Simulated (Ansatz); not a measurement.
# BN (P1) in Ansatz: a series of runs

One crystal, BN, is run at these levels: PBEsol; tasks: single point, equation of state.

Everything below comes from runs of Ansatz 0.2.0. Logs are shortened: lines on timing, memory, paths and dates and some standing lists are left out, and cuts for length are marked.

## (1) Starting point

The typed cell holds 2 atoms: a = 2.508 Å, b = 2.508 Å, c = 3.274 Å, α = 101.11°, β = 101.11°, γ = 119.81°.

The cell comes from a database or a generator and needn't be the stable form of this composition.

## (2) Single point, PBEsol, 7.75 Å³/atom (volume scaled by 0.94)

input.yaml reads:

```yaml
crystal:
  lattice:
    - [2.4568420491, 0.0, 0.0]
    - [-1.2212605467, 2.1318056974, 0.0]
    - [-0.6177907512, -1.0659028487, 2.960838197]
  atoms:
    - { symbol: "N", position: [0.668506, 0.332385, 0.984999] }
    - { symbol: B, position: [0.979643, 0.983499, 0.001806] }
kpoints:
  mp_grid: { grid: [13, 13, 9] }
scf:
  occupations: { method: fermi_dirac, width: 0.05 }
hamiltonian:
  xc: pbesol
  pseudopotentials: { kind: all_electron, lapw: { basis_error: 0.001 } }
output:
  forces: true
  stress: true
  eigenvalues: true
```

Potentials or basis: all-electron LAPW, scalar-relativistic.

Run with:

```bash
ansatz run input.yaml --threads 1 --pin off --max-ram 3072MiB --backend cpu --events-out ev --progress --plain --runs-dir out
```

The program printed:

```text
Warning: RAYON_NUM_THREADS=1 ignored (pool sized by the plan → 1); use --threads N
LAPW: plane waves up to 12.377 Å⁻¹, error target 1.0e-3 eV per atom; small_component_spin mean_spin; B in spheres of 0.652 Å, 5 of its electrons in bands, Dirac shells []; N in spheres of 0.720 Å, 7 of its electrons in bands, Dirac shells [] (how accurate: hamiltonian.pseudopotentials.lapw.basis_error, Limitations)
Engine: ansatz 0.2.0, aarch64-unknown-linux-gnu
Pseudopotentials: kind: all_electron
Pseudopotential: N, LAPW, valence charge 7, lapw/all_electron/scalar/gaussian/N, Koelling and Harmon's equation, gaussian nucleus
Pseudopotential: B, LAPW, valence charge 5, lapw/all_electron/scalar/gaussian/B, Koelling and Harmon's equation, gaussian nucleus
Functional definition: PBEsol
  exchange = pbesol_x
  correlation = pbesol_c
Crystal: 2 atoms, lattice volume = 15.507 Å³
Basis set: ecut = 583.6719650326501 eV, 503 PW (Γ), exchange–correlation at level 2
Bands: 10, of which v1, the nominal top of the filled ones, is band 6 counted from 1 (5 counted from 0)
Symmetry: 1 space group operations
Space group: P1 (ITA 1), of the structure as read, at distance tolerance 2.5e-5 Å
k-points: 761 of 1521 (time reversal used)
Non-local potential: N, projectors of the file, none
Non-local potential: B, projectors of the file, none
Initial density: superposition of atomic densities (chi_scale 0.1, normalization cell, long waves kept (reshape's long-wave potential 0.00 eV rms))
Initial wavefunctions: plane waves of lowest kinetic energy (no species holds an atomic orbital)
Functional: x = pbesol(κ = 0.804, μ = 0.12345679012345678), c = pbesol(β = 0.046)
iter 1 solved again at ethr=3.73e-2 eV; its pass at ethr=1.00e-1 eV (dr2=4.47e0 eV) is discarded
SCF iter   1: F=—  HF=-2161.879190 eV  |F-HF|=—  |Δ(HF+E_count)|=         —  Δρ=1.75e-1  dr2=4.48e0  ethr=3.73e-2  ⟨swp⟩=2.0  Hψ=54084  notcnv=0
preconditioner: auto → none  [insulator: Δε(μ)=4.790 eV  Ē_g=20.741 eV  σ=0.050 eV  W_gap=1.00  n_scr=2 (ndim 8)  ℏωp=26.7 eV  f_vac=0.000  D(μ)=0.00/eV (n_scr^D=0)  ε∞_Penn≈2.7]
iter 2 solved again at ethr=3.02e-3 eV; its pass at ethr=3.73e-2 eV (dr2=3.63e-1 eV) is discarded
SCF iter   2: F=—  HF=-2160.165450 eV  |F-HF|=—  |Δ(HF+E_count)|=    1.71e0  Δρ=6.36e-2  dr2=3.63e-1  ethr=3.02e-3  ⟨swp⟩=2.0  Hψ=41984  notcnv=0
SCF iter   3: F=—  HF=-2160.006027 eV  |F-HF|=—  |Δ(HF+E_count)|=   1.59e-1  Δρ=2.42e-2  dr2=5.81e-2  ethr=3.02e-3  ⟨swp⟩=3.0  Hψ=21317  notcnv=0
SCF iter   4: F=—  HF=-2159.989953 eV  |F-HF|=—  |Δ(HF+E_count)|=         —  Δρ=6.02e-3  dr2=3.03e-3  ethr=4.84e-4  ⟨swp⟩=3.0  Hψ=21276  notcnv=0
the basis was enlarged: its passes take 48.4 KiB over the memory plan, 1 of 1 planned eigensolver slots
SCF iter   5: F=—  HF=-2159.989570 eV  |F-HF|=—  |Δ(HF+E_count)|=   3.83e-4  Δρ=6.99e-4  dr2=3.69e-5  ethr=2.52e-5  ⟨swp⟩=3.0  Hψ=20041  notcnv=0
SCF iter   6: F=—  HF=-2159.989573 eV  |F-HF|=—  |Δ(HF+E_count)|=   3.17e-6  Δρ=7.08e-5  dr2=2.96e-7  ethr=3.08e-7  ⟨swp⟩=3.0  Hψ=18506  notcnv=0
SCF iter   7: F=-2159.989573 eV  HF=-2159.989573 eV  |F-HF|=2.27e-9  |Δ(HF+E_count)|=   2.00e-7  Δρ=9.09e-6  dr2=4.74e-9  ethr=2.46e-9  ⟨swp⟩=2.7  Hψ=17504  notcnv=0
SCF 1 converged in 7 iterations: F = -2159.989573 eV  dr2 = 4.74e-9
SCF converged after 7 iterations
Free energy (F): -2159.989573 eV
Harris-Foulkes:  -2159.989573 eV  (|F-HF|=2.27e-9)
Internal energy: -2159.989573 eV  (E = F + TS)
E sigma→0 (E₀):  -2159.989573 eV
Fermi energy:    8.360204 eV
--- Per-component energies (eV) ---
  E_band       = -1065.412152
  E_kinetic    = 2157.656582
  E_xc         = -291.518131
  E_electrostatic = -4026.128025  (all electrons and nuclei)
  E_smearing   = -0.000000  (= −TS)
  E_closure    = 0.000000  (closes the sum)
  E_atoms      = -2141.847337  (free atoms, spherical and without spin; not in F)
  Σ components = -2159.989573   (vs F -2159.989573, Δ=0.00e0)
  Basis errors (estimates in eV, not in F): energy 6.1e-4 per atom: plane waves 5.7e-4 (3.7e-4 summed), levels above the bands 2.4e-128, relativity 1.7e-8, radial functions 4.2e-5, core shells 0.0e0; eigenvalues (radial functions only) 5.5e-6; not estimated: angular momenta, meshes, grids; target (lapw.basis_error) 1.0e-3; muffin-tin radii B 0.652 Å, N 0.720 Å
--- Forces (eV/Å), atoms counted from 1 ---
  atom   1  N     -1.93280348    -2.42202769     0.53405748
  atom   2  B      1.93280181     2.42203052    -0.53400518
  max |Σ_I F_I| component: 5.23e-5 eV/Å
--- Stress (GPa, compression-positive) ---
       17.628764      -7.744994       0.685413
       -7.744994      35.893571       1.420589
        0.685413       1.420589       7.079581
  P = ⅓ Tr σ = 20.2006 GPa (202.006 kbar)
--- Band table (eV; the first three rows and the last of 761) ---
  k-point 0: bands = ["-366.0484", "-163.7286", "-11.7601", "2.9067", "4.4929", "6.1667", "12.4115", "17.5432", "19.6921", "20.5469"]
  k-point 1: bands = ["-366.0484", "-163.7286", "-11.6902", "2.3549", "4.4904", "6.1618", "13.2016", "17.5132", "19.6891", "20.5545"]
  k-point 2: bands = ["-366.0484", "-163.7286", "-11.5041", "1.1854", "4.4840", "6.1472", "14.9983", "17.4396", "19.6835", "20.5613"]
  k-point 760: bands = ["-366.0484", "-163.7284", "-8.4851", "-1.7850", "1.7023", "5.5090", "12.5310", "16.6433", "19.5359", "24.4730"]
```

Run time: 3.8 min. Hardware: 1 thread of Arm Neoverse N1, shared host; peak memory 1 GiB.

What came out:

```yaml
Free_energy: -2159.9896 eV
Pressure: 20.2 GPa
Largest_force: 3.144 eV/Å
Band_gap_on_the_k_mesh: 2.67 eV, indirect (least direct gap 4.61 eV)
```

Caveat: an odd mesh through Γ misses points on the zone boundary, where band edges often lie; forces of over 1 eV/Å show positions far from the minimum, so gaps and moduli don't describe the material at rest.

## (3) Single point, PBEsol, 7.92 Å³/atom (volume scaled by 0.96)

Edit input.yaml of step 2 so:

```diff
@@ -2,5 +2,5 @@
   lattice:
-    - [2.4568420491, 0.0, 0.0]
-    - [-1.2212605467, 2.1318056974, 0.0]
-    - [-0.6177907512, -1.0659028487, 2.960838197]
+    - [2.4741443238, 0.0, 0.0]
+    - [-1.2298612564, 2.1468189082, 0.0]
+    - [-0.6221415337, -1.0734094541, 2.9816898573]
   atoms:
```

Potentials or basis: all-electron LAPW, scalar-relativistic.

Run with:

```bash
ansatz run input.yaml --threads 1 --pin off --max-ram 3072MiB --backend cpu --events-out ev --progress --plain --runs-dir out
```

Wall time 3.6 min (1 thread of Arm Neoverse N1, shared host); peak memory 1 GiB.

It converged, with:

- Free energy: -2160.0241 eV
- Pressure: 13.4 GPa
- Largest force: 3.002 eV/Å
- Band gap on the k mesh: 2.68 eV, indirect (least direct gap 4.57 eV)

Caveat: an odd mesh through Γ misses points on the zone boundary, where band edges often lie; forces of over 1 eV/Å show positions far from the minimum, so gaps and moduli don't describe the material at rest.

## (4) Single point, PBEsol, 8.08 Å³/atom (volume scaled by 0.98)

Edit input.yaml of step 3 so:

```diff
@@ -2,5 +2,5 @@
   lattice:
-    - [2.4741443238, 0.0, 0.0]
-    - [-1.2298612564, 2.1468189082, 0.0]
-    - [-0.6221415337, -1.0734094541, 2.9816898573]
+    - [2.4912079273, 0.0, 0.0]
+    - [-1.2383433262, 2.1616250238, 0.0]
+    - [-0.6264323005, -1.0808125118, 3.0022538854]
   atoms:
```

Run with:

```bash
ansatz run input.yaml --threads 1 --pin off --max-ram 3072MiB --backend cpu --events-out ev --progress --plain --runs-dir out
```

Wall time 3.6 min (1 thread of Arm Neoverse N1, shared host); peak memory 1 GiB.

It converged, with:

* Free energy: -2160.0452 eV
* Pressure: 7.2 GPa
* Largest force: 2.867 eV/Å
* Band gap on the k mesh: 2.70 eV, indirect (least direct gap 4.52 eV)

Caveat: an odd mesh through Γ misses points on the zone boundary, where band edges often lie; forces of over 1 eV/Å show positions far from the minimum, so gaps and moduli don't describe the material at rest.

## (5) Single point, PBEsol, 8.25 Å³/atom

Edit input.yaml of step 4 so:

```diff
@@ -2,5 +2,5 @@
   lattice:
-    - [2.4912079273, 0.0, 0.0]
-    - [-1.2383433262, 2.1616250238, 0.0]
-    - [-0.6264323005, -1.0808125118, 3.0022538854]
+    - [2.5080409239, 0.0, 0.0]
+    - [-1.2467107647, 2.1762310413, 0.0]
+    - [-0.6306650796, -1.0881155206, 3.02254]
   atoms:
```

Run with:

```bash
ansatz run input.yaml --threads 1 --pin off --max-ram 3072MiB --backend cpu --events-out ev --progress --plain --runs-dir out
```

Wall time 3.6 min (1 thread of Arm Neoverse N1, shared host); peak memory 1 GiB.

It converged, with:

- Free energy: -2160.0542 eV
- Pressure: 1.6 GPa
- Largest force: 2.740 eV/Å
- Band gap on the k mesh: 2.71 eV, indirect (least direct gap 4.47 eV)

Caveat: an odd mesh through Γ misses points on the zone boundary, where band edges often lie; forces of over 1 eV/Å show positions far from the minimum, so gaps and moduli don't describe the material at rest.

## (6) Single point, PBEsol, 8.41 Å³/atom (volume scaled by 1.02)

Edit input.yaml of step 5 so:

```diff
@@ -2,5 +2,5 @@
   lattice:
-    - [2.5080409239, 0.0, 0.0]
-    - [-1.2467107647, 2.1762310413, 0.0]
-    - [-0.6306650796, -1.0881155206, 3.02254]
+    - [2.5246509505, 0.0, 0.0]
+    - [-1.254967368, 2.1906435874, 0.0]
+    - [-0.6348417913, -1.0953217937, 3.0425574046]
   atoms:
```

Potentials or basis: all-electron LAPW, scalar-relativistic.

Run with:

```bash
ansatz run input.yaml --threads 1 --pin off --max-ram 3072MiB --backend cpu --events-out ev --progress --plain --runs-dir out
```

Wall time 3.6 min (1 thread of Arm Neoverse N1, shared host); peak memory 1 GiB.

It converged, with:

```yaml
Free_energy: -2160.0520 eV
Pressure: -3.6 GPa
Largest_force: 2.619 eV/Å
Band_gap_on_the_k_mesh: 2.72 eV, indirect (least direct gap 4.43 eV)
```

Caveat: an odd mesh through Γ misses points on the zone boundary, where band edges often lie; forces of over 1 eV/Å show positions far from the minimum, so gaps and moduli don't describe the material at rest.

## (7) Single point, PBEsol, 8.58 Å³/atom (volume scaled by 1.04)

Edit input.yaml of step 6 so:

```diff
@@ -2,5 +2,5 @@
   lattice:
-    - [2.5246509505, 0.0, 0.0]
-    - [-1.254967368, 2.1906435874, 0.0]
-    - [-0.6348417913, -1.0953217937, 3.0425574046]
+    - [2.5410452472, 0.0, 0.0]
+    - [-1.2631167351, 2.2048689444, 0.0]
+    - [-0.6389642561, -1.1024344721, 3.0623148244]
   atoms:
```

Run with:

```bash
ansatz run input.yaml --threads 1 --pin off --max-ram 3072MiB --backend cpu --events-out ev --progress --plain --runs-dir out
```

Run time: 3.6 min. Hardware: 1 thread of Arm Neoverse N1, shared host; peak memory 1 GiB.

The run converged. Its results:

```yaml
Free_energy: -2160.0397 eV
Pressure: -8.3 GPa
Largest_force: 2.505 eV/Å
Band_gap_on_the_k_mesh: 2.73 eV, indirect (least direct gap 4.38 eV)
```

Caveat: an odd mesh through Γ misses points on the zone boundary, where band edges often lie; forces of over 1 eV/Å show positions far from the minimum, so gaps and moduli don't describe the material at rest.

## (8) Single point, PBEsol, 8.74 Å³/atom (volume scaled by 1.06)

Edit input.yaml of step 7 so:

```diff
@@ -2,5 +2,5 @@
   lattice:
-    - [2.5410452472, 0.0, 0.0]
-    - [-1.2631167351, 2.2048689444, 0.0]
-    - [-0.6389642561, -1.1024344721, 3.0623148244]
+    - [2.5572306852, 0.0, 0.0]
+    - [-1.2711622815, 2.2189130743, 0.0]
+    - [-0.6430342018, -1.1094565371, 3.0818205403]
   atoms:
```

Run with:

```bash
ansatz run input.yaml --threads 1 --pin off --max-ram 3072MiB --backend cpu --events-out ev --progress --plain --runs-dir out
```

Wall time 3.5 min (1 thread of Arm Neoverse N1, shared host); peak memory 1 GiB.

The run converged. Its results:

| Quantity | Value |
| --- | --- |
| Free energy | -2160.0181 eV |
| Pressure | -12.6 GPa |
| Largest force | 2.397 eV/Å |
| Band gap on the k mesh | 2.74 eV, indirect (least direct gap 4.34 eV) |

Caveat: an odd mesh through Γ misses points on the zone boundary, where band edges often lie; forces of over 1 eV/Å show positions far from the minimum, so gaps and moduli don't describe the material at rest.

## (9) Equation of state, PBEsol

Potentials or basis: all-electron LAPW, scalar-relativistic.

No new run: the results of the series are fitted here.

Results:

- Equilibrium volume: 8.30 Å³/atom
- Bulk modulus at fixed shape and positions: 264 GPa
- Pressure derivative of the bulk modulus: 3.6

Energy against volume, from the lowest point:
```
volume (Å³/atom)  energy (meV/atom)
           7.754              32.30
           7.919              15.05
           8.084               4.48
           8.249               0.00
           8.414               1.08
           8.579               7.24
           8.744              18.04
```

Caveat: the cell was scaled at fixed shape and fractional positions, which overstates the stiffness of a crystal with free parameters, most of all of layers and chains.
